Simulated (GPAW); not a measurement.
# InP (F-43m) in GPAW: settings compared

Aim: see how the results for InP move with the level of theory and the settings. Levels: PBE, LDA. Tasks: single point.

Everything below comes from runs of GPAW 26.7.0. Logs are shortened: lines on timing, memory, paths and dates and some standing lists are left out, and cuts for length are marked. The log counts tension as positive stress, the text compression.

**The experiment to reproduce.**

A printed reference work, data compilation reports, for a bulk crystal of InP at 1.6 K: band gap 1.4236 eV (direct).

The results are compared with them further down.

## Step 1: The structure

The structure is cubic, space group F-43m (No. 216). Conventional cell: a = 5.861 Å, b = 5.861 Å, c = 5.861 Å, α = 90.00°, β = 90.00°, γ = 90.00°. In (site symmetry -43m) has 4 P at 2.54 Å as nearest neighbours. P (site symmetry -43m) is surrounded by 4 In at 2.54 Å.

## Step 2: Single point, PBE

File run.py:

```python
from ase import Atoms
from ase.dft.bandgap import bandgap
from ase.io import write
from ase.units import GPa
from gpaw import GPAW, PW

atoms = Atoms(['In', 'P'],
              cell=[[0.0, 2.9305, 2.9305],
                    [2.9305, 0.0, 2.9305],
                    [2.9305, 2.9305, 0.0]],
              scaled_positions=[[0.0, 0.0, 0.0],
                                [0.75, 0.75, 0.75]],
              pbc=True)

calc = GPAW(mode=PW(450),
            xc='PBE',
            kpts={'size': (6, 6, 6), 'gamma': True},
            occupations={'name': 'fermi-dirac', 'width': 0.05},
            nbands=18,
            maxiter=120,
            txt='gpaw.txt')
atoms.calc = calc
energy = atoms.get_potential_energy()
forces = atoms.get_forces()
stress = atoms.get_stress()
calc.write('gs.gpw')
write('result.traj', atoms)
print(f'Energy: {energy:.6f} eV')
print('Forces (eV/A):')
print(forces.round(4))
print('Stress (GPa):', (stress / GPa).round(3))
print('Fermi level:', round(calc.get_fermi_level(), 4), 'eV')
print(f'Gap: {bandgap(calc)[0]:.4f} eV, direct: {bandgap(calc, direct=True)[0]:.4f} eV')
```

Potentials or basis: GPAW PAW data sets (gpaw-data 1.2.1), pw.

The run is started by

```
$ OMP_NUM_THREADS=1 python run.py
```

gpaw.txt:

```text
__  _  _
 | _ |_)|_||  |
 |__||  | ||/\| - 26.7.0

Input parameters:
  mode=PW(ecut=450.00000000000006),
  kpts=MonkhorstPack(size=(6, 6, 6), gamma=True),
  maxiter=120,
  nbands=18,
  occupations=Occupations(name='fermi-dirac', width=0.05),
  xc=XC(name='PBE')

Diagonalizing LCAO Hamiltonian
Converting LCAO to pw mode

                     P

       In

Atoms  # Å, Bohr magnetons
|   | symbol |        x |        y |        z |    initial magnetic moments |
|---|--------|----------|----------|----------|-----------------------------|
| 0 |     In | 0.000000 | 0.000000 | 0.000000 | ( 0.0000,  0.0000,  0.0000) |
| 1 |      P | 4.395750 | 4.395750 | 4.395750 | ( 0.0000,  0.0000,  0.0000) |

Unit cell  # Å
| periodic |        x |        y |        z |  lengths |    angles |
|----------|----------|----------|----------|----------|-----------|
|      yes | 0.000000 | 2.930500 | 2.930500 | 4.144353 | 60.000000 |
|      yes | 2.930500 | 0.000000 | 2.930500 | 4.144353 | 60.000000 |
|      yes | 2.930500 | 2.930500 | 0.000000 | 4.144353 | 60.000000 |

Number of symmetries: 24
Symmetry operations  # r_c * U_cc + t_c -> r_c
|    | kind |            matrix            |
|----|------|------------------------------|
|  0 |  E   |  1, 0, 0,  0, 1, 0,  0, 0, 1 |
|  1 |  σ   |  1, 0, 0,  0, 0, 1,  0, 1, 0 |
|  2 |  σ   |  1, 0,-1,  0, 1,-1,  0, 0,-1 |
|  3 |  C3  |  1, 0,-1,  0, 0,-1,  0, 1,-1 |
|  4 |  C3  |  1,-1, 0,  0,-1, 1,  0,-1, 0 |
|  5 |  σ   |  1,-1, 0,  0,-1, 0,  0,-1, 1 |
|  6 |  σ   |  0, 1, 0,  1, 0, 0,  0, 0, 1 |
|  7 |  C3  |  0, 1, 0,  0, 0, 1,  1, 0, 0 |
|  8 |  C2  |  0, 1,-1,  1, 0,-1,  0, 0,-1 |
|  9 |  S4  |  0, 1,-1,  0, 0,-1,  1, 0,-1 |
| 10 |  C3  |  0, 0, 1,  1, 0, 0,  0, 1, 0 |
| 11 |  σ   |  0, 0, 1,  0, 1, 0,  1, 0, 0 |
| 12 |  S4  |  0, 0,-1,  1, 0,-1,  0, 1,-1 |
| 13 |  C3  |  0, 0,-1,  0, 1,-1,  1, 0,-1 |
| 14 |  S4  |  0,-1, 1,  1,-1, 0,  0,-1, 0 |
| 15 |  C2  |  0,-1, 1,  0,-1, 0,  1,-1, 0 |
| 16 |  C3  |  0,-1, 0,  1,-1, 0,  0,-1, 1 |
| 17 |  S4  |  0,-1, 0,  0,-1, 1,  1,-1, 0 |
| 18 |  S4  | -1, 1, 0, -1, 0, 1, -1, 0, 0 |
| 19 |  C3  | -1, 1, 0, -1, 0, 0, -1, 0, 1 |
| 20 |  C3  | -1, 0, 1, -1, 1, 0, -1, 0, 0 |
| 21 |  S4  | -1, 0, 1, -1, 0, 0, -1, 1, 0 |
| 22 |  σ   | -1, 0, 0, -1, 1, 0, -1, 0, 1 |
| 23 |  C2  | -1, 0, 0, -1, 0, 1, -1, 1, 0 |

BZ-sampling:
  Number of BZ points: 216
  Number of IBZ points: 16

  Monkhorst-Pack size: [6, 6, 6]
  Monkhorst-Pack shift: [0.08333333333333333, 0.08333333333333333, 0.08333333333333333]

K-points  # in reciprocal-cell coordinates
|     |                                coordinates |     weight |
|-----|--------------------------------------------|------------|
|   0 | (  0.00000000,   0.00000000,   0.00000000) | 0.00462963 |
|   1 | (  0.16666667,   0.16666667,   0.00000000) | 0.02777778 |
|   2 | (  0.16666667,   0.16666667,   0.16666667) | 0.03703704 |
|   3 | (  0.33333333,   0.16666667,   0.16666667) | 0.05555556 |
|   4 | (  0.33333333,   0.33333333,  -0.33333333) | 0.05555556 |
|   5 | (  0.33333333,   0.33333333,   0.00000000) | 0.02777778 |
|   6 | (  0.33333333,   0.33333333,   0.16666667) | 0.11111111 |
|   7 | (  0.33333333,   0.33333333,   0.33333333) | 0.03703704 |
|   8 | (  0.50000000,   0.33333333,  -0.33333333) | 0.11111111 |
|   9 | (  0.50000000,   0.33333333,  -0.16666667) | 0.05555556 |
| ... |                                            |            |
|  15 | (  0.50000000,   0.50000000,   0.50000000) | 0.01851852 |

Plane wave coefficients: 1113
Cutoff: 450.00000000000006 eV

Spin-components: 1 (collinear spins)
Bands:           18
Projectors:      11
Spin-degeneracy: 2
Datatype:        complex128

Parallelization:
  kpt:    1
  domain: 1
  band:   1

Density:
  Valence electrons: 18.0
  Components: 1
  Grid points: [21 21 21]
  Charge: 0.0  # |e|

Potential:
  Grid points: [21 21 21]

species:
  In:
    name:    Indium
    Z:       49.0
    valence: 13
    core:    36
    charge:  0.0  # [|e|]
    compensation charges:
      type: gauss
      rc: 0.36  # [Å]
      lmax: 2
    cutoffs:
      filter: 2.09  # [Å]
      core: 2.48  # [Å]
    projectors
    | kind |    occ | energy [eV] | rcut [Å] |
    |------|--------|-------------|----------|
    |   5s |  2.000 |      -8.203 |    1.185 |
    |   5p |  1.000 |      -2.521 |    1.244 |
    |   4d | 10.000 |     -18.629 |    1.148 |
    |    s |        |      19.008 |    1.185 |
    |    p |        |      24.691 |    1.244 |
    |    d |        |       8.583 |    1.148 |

    Using partial waves for In as LCAO basis

  P:
    name:    Phosphorus
    Z:       15.0
    valence: 5
    core:    10
    charge:  0.0  # [|e|]
    compensation charges:
      type: gauss
      rc: 0.30  # [Å]
      lmax: 2
    cutoffs:
      filter: 1.69  # [Å]
      core: 1.81  # [Å]
    projectors
    | kind |    occ | energy [eV] | rcut [Å] |
    |------|--------|-------------|----------|
    |   3s |  2.000 |     -13.968 |    0.953 |
    |   3p |  3.000 |      -5.506 |    0.953 |
    |    s |        |      13.244 |    0.953 |
    |    p |        |      21.705 |    0.953 |
    |    d |        |       0.000 |    0.953 |

    Using partial waves for P as LCAO basis

Reference energy: -169278.333319  # eV

eigensolver:
  PPCG
  Converge bands: occupied
  niter=2

density mixing:
  MSR1-Mixer
  Pratt-step length: 0.05
  Maximum mixing coefficient: 0.75
  Old densities: 10
  SVD Regularization: 0.005
  Good broyden scale: 1.0
  Trust region scale: 1.0
  Backstep threshold: 4.0
  History deletion threshold: 6.0
  Fourier metric: weight=20.0, sigma=0.015

occupation numbers:
  Fermi-Dirac:
    width: 0.0500  # eV

poisson solver:
  ecut: 3600.0000000000005  # eV

xc functional:
  name: PBE with 2 nearest neighbor stencil

convergence criteria:
- Maximum [total energy] change in last 3 cyles: 0.0005 eV / valence electron
- Maximum integral of absolute [dens]ity change: 0.0001 electrons / valence electron
- Maximum integral of absolute [eigenst]ate change: 4e-08 eV^2 / valence electron
maximum number of iterations: 120

SCF iterations
|iter     | |      energy | eigst |  dens |
|---------|-|-------------|-------|-------|
|iter:   1| |   -8.910627 | -0.41 |       |
|iter:   2| |   -8.832821 | -2.32 | -1.11 |
|iter:   3| |   -8.547209 | -1.79 | -1.15 |
|iter:   4| |   -8.547080 | -3.28 | -1.75 |
|iter:   5| |   -8.547137c| -4.03 | -2.25 |
|iter:   6| |   -8.547176c| -5.43 | -3.07 |
|iter:   7| |   -8.547181c| -6.53 | -3.56 |
|iter:   8| |   -8.547181c| -7.96c| -4.63c|

Converged in 8 steps
Energy contributions relative to reference atoms: (reference = -169278.333319)

Energy contributions:
  Kinetic:          22.941917
  Coulomb:         -21.014554
  Zero:              0.200272
  External:          0.000000
  Xc:              -10.674810
  Entropy:          -0.000011
  Spinorbit:         0.000000
  ----------------------------
  Free energy:      -8.547187
  Extrapolated:     -8.547181

dipole moment: (-16.901459, -16.901459, -16.901459)  # |e|*Ang

Fermi level: 5.306
Eigenvalues  # (at kpt = [0.000, 0.000, 0.000])
| band index |      eig [eV] | occ [0-2] |
|------------|---------------|-----------|
|          0 |        -9.177 |     2.000 |
|          1 |        -9.177 |     2.000 |
|          2 |        -9.177 |     2.000 |
|          3 |        -9.022 |     2.000 |
|          4 |        -9.022 |     2.000 |
|          5 |        -6.599 |     2.000 |
[... 10 lines left out ...]
|         16 |        16.135 |     0.000 |
|         17 |        16.135 |     0.000 |

Gap: 0.706 eV
Transition (v -> c):
  (s=0, k=0, n=8, [0.00, 0.00, 0.00]) -> (s=0, k=0, n=9, [0.00, 0.00, 0.00])
No difference between direct/indirect transitions

Forces  # eV/Ang
|        x |        y |       z |
|----------|----------|---------|
|  0.00000 |  0.00000 | 0.00000 |  # In   0
| -0.00000 | -0.00000 | 0.00000 |  # P    1

Stress tensor  # eV/Ang^3
|         x |         y |         z |
|-----------|-----------|-----------|
| -0.012254 |  0.000000 |  0.000000 |
|  0.000000 | -0.012254 |  0.000000 |
|  0.000000 |  0.000000 | -0.012254 |

# Writing to gs.gpw (mode='')
```

Wall time 3.2 s (1 thread of AMD EPYC 9R45 (Zen 5), shared host); peak memory 0.14 GiB.

Results:

- Free energy: -8.5472 eV
- Pressure: 2.0 GPa
- Band gap on the k mesh: 0.71 eV, direct

Caveat: the cutoff is short for stress and forces, so pressures can be off by a GPa or more; spin-orbit coupling is left out, which moves the levels of the heavy elements.

## Step 3: Single point, LDA

File run.py:

```python
import spglib
from ase import Atoms
from ase.dft.bandgap import bandgap
from ase.io import read, write
from ase.units import GPa
from gpaw import GPAW, PW

atoms = read('InP.cif')
cell, positions, numbers = spglib.find_primitive(
    (atoms.cell[:], atoms.get_scaled_positions(), atoms.numbers), symprec=1e-4)
atoms = Atoms(numbers, cell=cell, scaled_positions=positions, pbc=True)

calc = GPAW(mode=PW(400),
            xc='LDA',
            kpts={'size': (6, 6, 6), 'gamma': True},
            occupations={'name': 'fermi-dirac', 'width': 0.05},
            nbands=18,
            maxiter=120,
            txt='gpaw.txt')
atoms.calc = calc
energy = atoms.get_potential_energy()
forces = atoms.get_forces()
stress = atoms.get_stress()
calc.write('gs.gpw')
write('result.traj', atoms)
print(f'Energy: {energy:.6f} eV')
print('Forces (eV/A):')
print(forces.round(4))
print('Stress (GPa):', (stress / GPa).round(3))
print('Fermi level:', round(calc.get_fermi_level(), 4), 'eV')
print(f'Gap: {bandgap(calc)[0]:.4f} eV, direct: {bandgap(calc, direct=True)[0]:.4f} eV')
```

File InP.cif:

```cif
data_InP
_cell_length_a 5.86100000
_cell_length_b 5.86100000
_cell_length_c 5.86100000
_cell_angle_alpha 90.00000000
_cell_angle_beta 90.00000000
_cell_angle_gamma 90.00000000
_space_group_name_H-M_alt 'F-43m'
_space_group_name_Hall 'F -4 2 3'
_space_group_IT_number 216
loop_
_space_group_symop_operation_xyz
'x,y,z'
'y,-x,-z'
'-x,-y,z'
'-y,x,-z'
'x,-y,-z'
'y,x,z'
'-x,y,-z'
'-y,-x,z'
'z,x,y'
'-z,y,-x'
'z,-x,-y'
'-z,-y,x'
'-z,x,-y'
'z,y,x'
'-z,-x,y'
'z,-y,-x'
'y,z,x'
'-x,-z,y'
'-y,z,-x'
'x,-z,-y'
'-y,-z,x'
'x,z,y'
'y,-z,-x'
'-x,z,-y'
'x,y+1/2,z+1/2'
'y,-x+1/2,-z+1/2'
'-x,-y+1/2,z+1/2'
'-y,x+1/2,-z+1/2'
'x,-y+1/2,-z+1/2'
'y,x+1/2,z+1/2'
'-x,y+1/2,-z+1/2'
'-y,-x+1/2,z+1/2'
'z,x+1/2,y+1/2'
'-z,y+1/2,-x+1/2'
'z,-x+1/2,-y+1/2'
'-z,-y+1/2,x+1/2'
'-z,x+1/2,-y+1/2'
'z,y+1/2,x+1/2'
'-z,-x+1/2,y+1/2'
'z,-y+1/2,-x+1/2'
'y,z+1/2,x+1/2'
'-x,-z+1/2,y+1/2'
'-y,z+1/2,-x+1/2'
'x,-z+1/2,-y+1/2'
'-y,-z+1/2,x+1/2'
'x,z+1/2,y+1/2'
'y,-z+1/2,-x+1/2'
'-x,z+1/2,-y+1/2'
'x+1/2,y,z+1/2'
'y+1/2,-x,-z+1/2'
'-x+1/2,-y,z+1/2'
'-y+1/2,x,-z+1/2'
'x+1/2,-y,-z+1/2'
'y+1/2,x,z+1/2'
'-x+1/2,y,-z+1/2'
'-y+1/2,-x,z+1/2'
'z+1/2,x,y+1/2'
'-z+1/2,y,-x+1/2'
'z+1/2,-x,-y+1/2'
'-z+1/2,-y,x+1/2'
'-z+1/2,x,-y+1/2'
'z+1/2,y,x+1/2'
'-z+1/2,-x,y+1/2'
'z+1/2,-y,-x+1/2'
'y+1/2,z,x+1/2'
'-x+1/2,-z,y+1/2'
'-y+1/2,z,-x+1/2'
'x+1/2,-z,-y+1/2'
'-y+1/2,-z,x+1/2'
'x+1/2,z,y+1/2'
'y+1/2,-z,-x+1/2'
'-x+1/2,z,-y+1/2'
'x+1/2,y+1/2,z'
'y+1/2,-x+1/2,-z'
'-x+1/2,-y+1/2,z'
'-y+1/2,x+1/2,-z'
'x+1/2,-y+1/2,-z'
'y+1/2,x+1/2,z'
'-x+1/2,y+1/2,-z'
'-y+1/2,-x+1/2,z'
'z+1/2,x+1/2,y'
'-z+1/2,y+1/2,-x'
'z+1/2,-x+1/2,-y'
'-z+1/2,-y+1/2,x'
'-z+1/2,x+1/2,-y'
'z+1/2,y+1/2,x'
'-z+1/2,-x+1/2,y'
'z+1/2,-y+1/2,-x'
'y+1/2,z+1/2,x'
'-x+1/2,-z+1/2,y'
'-y+1/2,z+1/2,-x'
'x+1/2,-z+1/2,-y'
'-y+1/2,-z+1/2,x'
'x+1/2,z+1/2,y'
'y+1/2,-z+1/2,-x'
'-x+1/2,z+1/2,-y'
loop_
_atom_site_label
_atom_site_type_symbol
_atom_site_symmetry_multiplicity
_atom_site_Wyckoff_symbol
_atom_site_fract_x
_atom_site_fract_y
_atom_site_fract_z
_atom_site_occupancy
In1 In 4 a 0.0000000000 0.0000000000 0.0000000000 1
P1 P 4 c 0.2500000000 0.2500000000 0.2500000000 1
```

Potentials or basis: the program's PAW data sets (release 1.2.1) made for this functional, pw.

The run is started by

```
$ OMP_NUM_THREADS=1 python run.py
```

Run time: 5.2 s. Hardware: 1 thread of Arm Neoverse V1, shared host; peak memory 0.13 GiB.

These settings aren't checked as converged: the numbers below hold their error.

Results:

```yaml
Free_energy: -9.7424 eV
Pressure: -3.7 GPa
Band_gap_on_the_k_mesh: 0.47 eV, direct
```

Caveat: the cutoff is short for stress and forces, so pressures can be off by a GPa or more; spin-orbit coupling is left out, which moves the levels of the heavy elements.

## Step 4: Single point, PBE

Edit run.py of step 3 so:

```diff
@@ -1,3 +1 @@
-import spglib
-from ase import Atoms
 from ase.dft.bandgap import bandgap
@@ -7,9 +5,6 @@
 
-atoms = read('InP.cif')
-cell, positions, numbers = spglib.find_primitive(
-    (atoms.cell[:], atoms.get_scaled_positions(), atoms.numbers), symprec=1e-4)
-atoms = Atoms(numbers, cell=cell, scaled_positions=positions, pbc=True)
+atoms = read('POSCAR')
 
-calc = GPAW(mode=PW(400),
-            xc='LDA',
+calc = GPAW(mode=PW(300),
+            xc='PBE',
             kpts={'size': (6, 6, 6), 'gamma': True},
@@ -17,3 +12,4 @@
             nbands=18,
-            maxiter=120,
+            convergence={'density': 1e-05, 'energy': 1e-05},
+            maxiter=100,
             txt='gpaw.txt')
```

File POSCAR:

```
InP
1.0
    0.0000000000      2.9305000000      2.9305000000
    2.9305000000      0.0000000000      2.9305000000
    2.9305000000      2.9305000000      0.0000000000
In P
1 1
Direct
    0.0000000000      0.0000000000      0.0000000000
    0.7500000000      0.7500000000      0.7500000000
```

Potentials or basis: GPAW PAW data sets (gpaw-data 1.2.1), pw.

The run is started by

```
$ OMP_NUM_THREADS=1 python run.py
```

gpaw.txt:

```text
__  _  _
 | _ |_)|_||  |
 |__||  | ||/\| - 26.7.0

Input parameters:
  mode=PW(ecut=300.0),
  convergence={'density': 1e-05, 'energy': 1e-05},
  kpts=MonkhorstPack(size=(6, 6, 6), gamma=True),
  maxiter=100,
  nbands=18,
  occupations=Occupations(name='fermi-dirac', width=0.05),
  xc=XC(name='PBE')

Diagonalizing LCAO Hamiltonian
Converting LCAO to pw mode

                     P

       In

Atoms  # Å, Bohr magnetons
|   | symbol |        x |        y |        z |    initial magnetic moments |
|---|--------|----------|----------|----------|-----------------------------|
| 0 |     In | 0.000000 | 0.000000 | 0.000000 | ( 0.0000,  0.0000,  0.0000) |
| 1 |      P | 4.395750 | 4.395750 | 4.395750 | ( 0.0000,  0.0000,  0.0000) |

Unit cell  # Å
| periodic |        x |        y |        z |  lengths |    angles |
|----------|----------|----------|----------|----------|-----------|
|      yes | 0.000000 | 2.930500 | 2.930500 | 4.144353 | 60.000000 |
|      yes | 2.930500 | 0.000000 | 2.930500 | 4.144353 | 60.000000 |
|      yes | 2.930500 | 2.930500 | 0.000000 | 4.144353 | 60.000000 |

Number of symmetries: 24
[... 175 lines left out ...]
Energy contributions:
  Kinetic:          31.145018
  Coulomb:         -28.946481
  Zero:              0.653774
  External:          0.000000
  Xc:              -10.941564
  Entropy:          -0.000013
  Spinorbit:         0.000000
  ----------------------------
  Free energy:      -8.089266
  Extrapolated:     -8.089259

dipole moment: (-16.859768, -16.859768, -16.859768)  # |e|*Ang

Fermi level: 5.306
Eigenvalues  # (at kpt = [0.000, 0.000, 0.000])
| band index |      eig [eV] | occ [0-2] |
|------------|---------------|-----------|
|          0 |        -9.087 |     2.000 |
|          1 |        -9.087 |     2.000 |
|          2 |        -9.087 |     2.000 |
|          3 |        -8.931 |     2.000 |
|          4 |        -8.931 |     2.000 |
|          5 |        -6.602 |     2.000 |
[... 10 lines left out ...]
|         16 |        16.145 |     0.000 |
|         17 |        16.145 |     0.000 |

Gap: 0.685 eV
Transition (v -> c):
  (s=0, k=0, n=8, [0.00, 0.00, 0.00]) -> (s=0, k=0, n=9, [0.00, 0.00, 0.00])
No difference between direct/indirect transitions

Forces  # eV/Ang
|        x |       y |        z |
|----------|---------|----------|
|  0.00000 | 0.00000 |  0.00000 |  # In   0
| -0.00000 | 0.00000 | -0.00000 |  # P    1

Stress tensor  # eV/Ang^3
|         x |         y |         z |
|-----------|-----------|-----------|
| -0.005868 | -0.000000 |  0.000000 |
| -0.000000 | -0.005868 | -0.000000 |
|  0.000000 | -0.000000 | -0.005868 |

# Writing to gs.gpw (mode='')
```

stdout:

```text
Energy: -8.089259 eV
Forces (eV/A):
[[ 0.  0.  0.]
 [-0.  0. -0.]]
Stress (GPa): [-0.94 -0.94 -0.94 -0.    0.   -0.  ]
Fermi level: 5.306 eV
Gap: 0.6855 eV, direct: 0.6855 eV
```

Run time: 4.6 s. Hardware: 1 thread of Arm Neoverse V2, shared host; peak memory 0.13 GiB.

These settings aren't checked as converged: the numbers below hold their error.

Results:

| Quantity | Value |
| --- | --- |
| Free energy | -8.0893 eV |
| Pressure | 0.9 GPa |
| Band gap on the k mesh | 0.69 eV, direct |

Caveat: the cutoff is short for stress and forces, so pressures can be off by a GPa or more; spin-orbit coupling is left out, which moves the levels of the heavy elements.

## Step 5: Against experiment

Step 2. Measured gap of InP: 1.4236 eV (direct; 1.6 K; a printed reference work, data compilation). This calculation gives 0.71 eV (-0.72 eV). Spin-orbit coupling on In is left out. The value is that of PBE, without temperature or zero-point motion. Semilocal functionals fall short of measured gaps as a rule.
